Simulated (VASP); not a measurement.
# SrO in VASP 6.6.1, single-point calculation

INCAR

```
PREC = Accurate
ISIF = 2
LCHARG = .FALSE.
LASPH = .TRUE.
NBANDS = 15
IBRION = -1
GGA = PE
EDIFF = 1E-7
NELM = 120
LWAVE = .FALSE.
ENCUT = 520
ISMEAR = -1
NSW = 0
SIGMA = 0.2
LREAL = .FALSE.
```

KPOINTS

```
KPOINTS created by Atomic Simulation Environment
0
Gamma
10 10 10
0 0 0
```

POSCAR

```
Sr O
 1.0000000000000000
    -0.1162875676000000    2.5668004512999998    2.5668004512999998
     2.5668004512999998   -0.1162875676000000    2.5668004512999998
     2.5668004512999998    2.5668004512999998   -0.1162875676000000
 Sr  O
   1   1
Cartesian
  0.0000000000000000  0.0000000000000000  0.0000000000000000
  2.5086566674999990  2.5086566674999990  2.5086566674999995
```

The recommended PBE PAW datasets give the neutral cell 16 valence electrons.

Command

```
mpirun -np 1 vasp_std
```

OSZICAR

```
N       E                     dE             d eps       ncg     rms          rms(c)
DAV:   1     0.681424477079E+02    0.68142E+02   -0.83982E+03  3496   0.104E+03
DAV:   2    -0.109444758379E+02   -0.79087E+02   -0.72098E+02  4802   0.216E+02
DAV:   3    -0.141551406680E+02   -0.32107E+01   -0.31923E+01  4687   0.393E+01
DAV:   4    -0.142156725044E+02   -0.60532E-01   -0.60526E-01  4406   0.502E+00
DAV:   5    -0.142168623570E+02   -0.11899E-02   -0.11898E-02  4566   0.525E-01    0.147E+01
DAV:   6    -0.121895631109E+02    0.20273E+01   -0.69358E+00  3592   0.191E+01    0.173E+01
DAV:   7    -0.120267369475E+02    0.16283E+00   -0.34552E-01  4047   0.508E+00    0.100E+01
DAV:   8    -0.120151517045E+02    0.11585E-01   -0.12567E-01  4544   0.361E+00    0.359E-01
DAV:   9    -0.120159655578E+02   -0.81385E-03   -0.68109E-03  4168   0.544E-01    0.236E-01
DAV:  10    -0.120163968929E+02   -0.43134E-03   -0.44170E-04  4110   0.206E-01    0.957E-02
DAV:  11    -0.120165730034E+02   -0.17611E-03   -0.19268E-04  3781   0.103E-01    0.280E-02
DAV:  12    -0.120165938589E+02   -0.20856E-04   -0.27074E-05  3956   0.370E-02    0.154E-02
DAV:  13    -0.120165933997E+02    0.45917E-06   -0.98555E-07  3991   0.964E-03    0.341E-03
DAV:  14    -0.120165932663E+02    0.13343E-06   -0.21208E-07  4592   0.345E-03    0.210E-03
DAV:  15    -0.120165932612E+02    0.50754E-08   -0.79512E-09  2097   0.996E-04
   1 F= -.12016593E+02 E0= -.12016520E+02  d E =-.147145E-03
```

From OUTCAR

```
k-points           NKPTS =    116   k-points in BZ     NKDIM =    116   number of bands    NBANDS=     15

   NELECT =      16.0000    total number of electrons

   dimension x,y,z NGX =    28 NGY =   28 NGZ =   28
   dimension x,y,z NGXF=    56 NGYF=   56 NGZF=   56

  energy-cutoff  :      520.00
  volume of cell :       36.12
      direct lattice vectors                 reciprocal lattice vectors
    -0.116287568  2.566800451  2.566800451    -0.182033302  0.190671579  0.190671579
     2.566800451 -0.116287568  2.566800451     0.190671579 -0.182033302  0.190671579
     2.566800451  2.566800451 -0.116287568     0.190671579  0.190671579 -0.182033302

 k-points in reciprocal lattice and weights: KPOINTS created by Atomic Simulation Env
   0.00000000  0.00000000  0.00000000       0.001
   0.10000000  0.00000000  0.00000000       0.006
   0.20000000  0.00000000  0.00000000       0.006
   0.30000000  0.00000000  0.00000000       0.006
   0.40000000 -0.00000000 -0.00000000       0.006
   0.50000000  0.00000000  0.00000000       0.003
   0.10000000  0.10000000 -0.00000000       0.006
   0.20000000  0.10000000 -0.00000000       0.012
   ...

 E-fermi :   3.3139

 k-point     1 :       0.0000    0.0000    0.0000
  band No.  band energies     occupation
      1     -31.2507      2.00000
      2     -13.6145      2.00000
      3     -12.9438      2.00000
      4     -12.9438      2.00000
      5     -12.9309      2.00000
      6       1.3625      1.99988
      7       1.3625      1.99988
      8       1.4981      1.99977
      9       4.9269      0.00063
     10       7.1575      0.00000
     11       7.1575      0.00000
     12       8.0422      0.00000
     13       9.5352      0.00000
     14       9.5352      0.00000
     15      13.8324      0.00000

 k-point     2 :       0.1000    0.0000    0.0000
  band No.  band energies     occupation
      1     -31.2414      2.00000
      2     -13.8998      2.00000
      3     -12.9471      2.00000
      4     -12.9410      2.00000
      5     -12.6799      2.00000
      6       1.0782      1.99997
      7       1.2433      1.99994
      8       1.3843      1.99987
      9       5.3652      0.00007
     10       7.1518      0.00000
     11       7.3265      0.00000
     12       8.1665      0.00000
     13       9.7642      0.00000
     14       9.7695      0.00000
     15      14.3944      0.00000

 k-point     3 :       0.2000    0.0000    0.0000
  band No.  band energies     occupation
      1     -31.2169      2.00000
      2     -14.3443      2.00000
      3     -12.9639      2.00000
      4     -12.9556      2.00000
      5     -12.2947      2.00000
      6       0.4726      2.00000
      7       0.9543      1.99998
      8       1.1340      1.99996
      9       6.3787      0.00000
     10       7.1742      0.00000
     11       7.7991      0.00000
     12       8.6233      0.00000
     13      10.3843      0.00000
     14      10.3933      0.00000
     15      15.7306      0.00000

 ...

  Total       -0.4696835     -0.4696835     -0.4696835      0.4807720      0.4807720      0.4807720
  in kB      -20.8341018    -20.8341018    -20.8341018     21.3259645     21.3259645     21.3259645
  external PRESSURE =     -20.8341018 kB  Pullay stress =       0.0000000 kB

 POSITION                                       TOTAL-FORCE (eV/Angst)
 -----------------------------------------------------------------------------------
      0.00000      0.00000      0.00000        -0.000000      0.000000     -0.000000
      2.50866      2.50866      2.50866         0.000000      0.000000      0.000000
 -----------------------------------------------------------------------------------
    total drift:                                0.000000      0.000000      0.000000

  FREE ENERGIE OF THE ION-ELECTRON SYSTEM (eV)
  ---------------------------------------------------
  free  energy   TOTEN  =       -12.0165932612 eV

  energy  without entropy=      -12.0164461164  energy(sigma->0) =      -12.01651969
```

It converged. Results: gap between bands v and c on the k mesh 3.17 eV; least direct gap on the k mesh 3.33 eV; pressure -2.1 GPa. Band v is the last that the valence electrons fill when counted band by band, and c is the next.

For comparison, a separate PBE run of the intended cell, on usual settings and not on those above, gives a gap of 3.17 eV on its mesh and a pressure of -2.1 GPa.

The run above took about 45 s on one core of a shared host (Intel Xeon Platinum 8488C) and held 0.2 GiB at most.
